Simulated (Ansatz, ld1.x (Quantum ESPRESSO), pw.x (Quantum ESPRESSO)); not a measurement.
pw.x on fcc K: one setting changed

Potential: norm-conserving Troullier–Martins (Kleinman–Bylander form), ld1.x (Quantum ESPRESSO) 7.5, PBE; core [Ar], reference 4s1 4p0; waves: 4s (bound): rc 5.66 bohr; 4p (bound, empty): rc 4.64 bohr; 3d channel at -0.15 Ry: rc 4.92 bohr; 4f channel at 0.15 Ry: rc 6.18 bohr; local part: all-electron potential smoothed inside 4.44 bohr (lloc = -1); core correction: Bessel-smoothed model core, default radius (core density twice the valence density).

The reference run (k-mesh 9³, cutoffs 50/200 Ry, Fermi–Dirac 0.01 Ry, mixing_beta 0.4, conv_thr 1e-9, no spin) gives -0.00 GPa at 74.503 Å³/atom, where all-electron LAPW gives -0.01 GPa. This run, with its own iteration cap, changes degauss to 0.002.

```
&control
  calculation='scf', prefix='x', pseudo_dir='./', outdir='./tmp', tstress=.true., disk_io='none'
/
&system
  ibrav=0, nat=1, ntyp=1, ecutwfc=50, ecutrho=200, nbnd=7,
  occupations='smearing', smearing='fd', degauss=0.002
/
&electrons
  conv_thr=1e-09, mixing_beta=0.4, electron_maxstep=60
/
ATOMIC_SPECIES
K 1.0 K.UPF
CELL_PARAMETERS angstrom
  0.00000000 3.33975484 3.33975484
  3.33975484 0.00000000 3.33975484
  3.33975484 3.33975484 0.00000000
ATOMIC_POSITIONS crystal
K 0.0000 0.0000 0.0000
K_POINTS automatic
9 9 9 0 0 0
```

```bash
pw.x < K.scf.in > K.scf.out
```

Task: How does the run end?

Result: It converges in 5 iterations; the free energy moves by +23.9 meV/atom and the pressure by -0.02 GPa. In a metal, with Fermi–Dirac smearing, F lies below its zero-width value by a term in the square of the width.

```
Message from routine setup:
     using ibrav=0 with symmetry is DISCOURAGED, use correct ibrav instead
     lattice parameter (alat)  =       8.9254  a.u.
     unit-cell volume          =     502.7712 (a.u.)^3
     number of electrons       =         1.00
     number of Kohn-Sham states=            7
     kinetic-energy cutoff     =      50.0000  Ry
     charge density cutoff     =     200.0000  Ry
     scf convergence threshold =      1.0E-09
     Exchange-correlation= PBE
     number of k points=    35  Fermi-Dirac smearing, width (Ry)=  0.0020
     iteration #  1     ecut=    50.00 Ry     beta= 0.40
     total energy              =      -2.60501493 Ry
     estimated scf accuracy    <       0.00062391 Ry
     iteration #  2     ecut=    50.00 Ry     beta= 0.40
     total energy              =      -2.60499293 Ry
     estimated scf accuracy    <       0.00022372 Ry
     iteration #  3     ecut=    50.00 Ry     beta= 0.40
     total energy              =      -2.60499538 Ry
     estimated scf accuracy    <       0.00000003 Ry
     iteration #  4     ecut=    50.00 Ry     beta= 0.40
     total energy              =      -2.60499548 Ry
     estimated scf accuracy    <          9.2E-09 Ry
     iteration #  5     ecut=    50.00 Ry     beta= 0.40
     the Fermi energy is    -0.2944 ev
!    total energy              =      -2.60499549 Ry
     estimated scf accuracy    <          1.1E-10 Ry
     smearing contrib. (-TS)   =      -0.00023929 Ry
     The total energy is F=E-TS. E is the sum of the following terms:
     one-electron contribution =       0.27975088 Ry
     hartree contribution      =       0.00093151 Ry
     xc contribution           =      -2.52220766 Ry
     ewald contribution        =      -0.36323094 Ry
     convergence has been achieved in   5 iterations
          total   stress  (Ry/bohr**3)                   (kbar)     P=       -0.21
     Message from routine punch:
     Nothing written, as per user request (disk_io='none')
```

The run took about 12 s on one core of a shared host (Neoverse-V1, 32 threads, 247 GiB, load 8).
